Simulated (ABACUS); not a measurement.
Pt:

```
Pt
1.0
     0.00000    1.96090    1.96090
     1.96090    0.00000    1.96090
     1.96090    1.96090    0.00000
Pt
1
Direct
  0.00000 0.00000 0.00000
```

```yaml
Program: ABACUS 3.10.1
Task: single point
Functional: PBE
Potentials_or_basis: PseudoDojo NC SR 0.4.1 PBE standard
Cutoff: 1361 eV
Density_cutoff: 5442 eV
Basis: DZP LCAO (the cutoffs set its grid)
k_mesh: 12 × 12 × 12
Occupations: fermi-dirac, width 0.05 eV
Spin: no spin polarisation
```

On this cell: pressure 11.1 GPa; band gap on the k mesh none (metal or under the smearing width).

The same run follows on a disturbed copy (cell strained at random at fixed volume):

```
Pt
1.0
    -0.01330    1.93575    1.94453
     1.97104    0.00303    1.92819
     2.00088    1.94926   -0.02681
Pt
1
Direct
  0.98674 0.01995 0.00694
```

Q: What changes?

A: The energy (extrapolated to zero smearing) moves by +2.9 meV/atom; pressure 11.2 GPa; band gap on the k mesh none (metal or under the smearing width).

Stress tensor (GPa, compression positive):
```
10.13 -0.73  1.68
-0.73 11.78  0.69
 1.68  0.69 11.83
```

Caveats: the atomic orbitals were generated for these runs and aren't a published set; the basis of atomic orbitals isn't converged, which shifts pressures, moduli and gaps.
